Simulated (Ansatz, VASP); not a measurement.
K in VASP and in Ansatz

File INCAR:

```
  PREC = Accurate
  ENCUT = 520
  EDIFF = 1E-6
  ISMEAR = 0
  SIGMA = 0.1
  LREAL = False
  LASPH = True
  NELM = 80
  ALGO = Fast
  ISIF = 2
  LWAVE = False
  LCHARG = False
  GGA = PE
  NBANDS = 10
```

File KPOINTS:

```
regular mesh
0
Gamma
  4 4 10
```

Contents of POSCAR:

```
K
1.0
   10.3676807178      0.0000000000      0.0000000000
    0.0000000000     10.3676807178      0.0000000000
    0.0000000000      0.0000000000      4.1887194505
K
1
Direct
    0.0000000000      0.0000000000      0.0000000000
```

Input for Ansatz:

```yaml
crystal:
  lattice:
    - [10.3676807178, 0.0, 0.0]
    - [0.0, 10.3676807178, 0.0]
    - [0.0, 0.0, 4.1887194505]
  atoms:
    - { symbol: K, position: [0.0, 0.0, 0.0] }
basis:
  ecutwfc: 420
kpoints:
  mp_grid: { grid: [4, 4, 10] }
hamiltonian:
  xc: pbe
scf:
  occupations: { method: gaussian, width: 0.1 }
output:
  forces: true
  stress: true
  eigenvalues: true
  populations: true
```

Alike in both runs: task single point; functional PBE; k mesh 4 × 4 × 10; occupations gaussian, width 0.1 eV; no spin polarisation.

|  | VASP | Ansatz |
| --- | --- | --- |
| version | VASP 6.6.1 | Ansatz 0.2.0 |
| potentials or method | VASP PAW PBE potentials, release 64 (K_sv) | scalar-relativistic, plane waves, PAW |
| plane-wave cutoff (eV) | 520 | 420 |
| valence electrons in the cell | 9 | 9 |

```tsv
	VASP	Ansatz	Ansatz less VASP
gap on the k mesh at the Fermi level (eV)	none	none	-
pressure (GPa)	0.0	0.0	0.00
```

A gap of «none» marks a metal or a gap that the smearing closes. With one functional, cell and mesh, what is left measures potentials, basis and numerics.
